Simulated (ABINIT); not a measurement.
Crystal: GaN.

```xyz
2
Lattice="0.0000 2.1352 2.1352 2.1352 0.0000 2.1352 2.1352 2.1352 0.0000" Properties=species:S:1:pos:R:3 pbc="T T T"
Ga    0.0000    0.0000    0.0000
N     2.1352    2.1352    2.1352
```

Measurements of this composition are mostly on another form, of space group No. 186.

Base run:

```yaml
Program: ABINIT 10.8.3 (patched build)
Functional: r2SCAN
Potentials_or_basis: JTH PAW PBE v2.0
Cutoff: 844 eV
k_mesh: 11 × 11 × 11
Occupations: fermi-dirac, width 0.05 eV
Spin: no spin polarisation
```

Its results: band gap on the k mesh 1.03 eV, indirect (least direct gap 2.88 eV); pressure -5.6 GPa.

Q: The run is repeated on the same cell with these changes: functional from r2SCAN to BLYP. What comes out?

A: Band gap on the k mesh 0.41 eV, indirect (least direct gap 2.41 eV); pressure 8.2 GPa.

r2SCAN gives the wider gap, since meta-GGAs in the generalised Kohn-Sham scheme recover part of the derivative discontinuity.

Caveats: the PAW data sets were made with another functional, which shifts forces and pressure a little; the mesh misses the band edges, which the band path finds closer together.
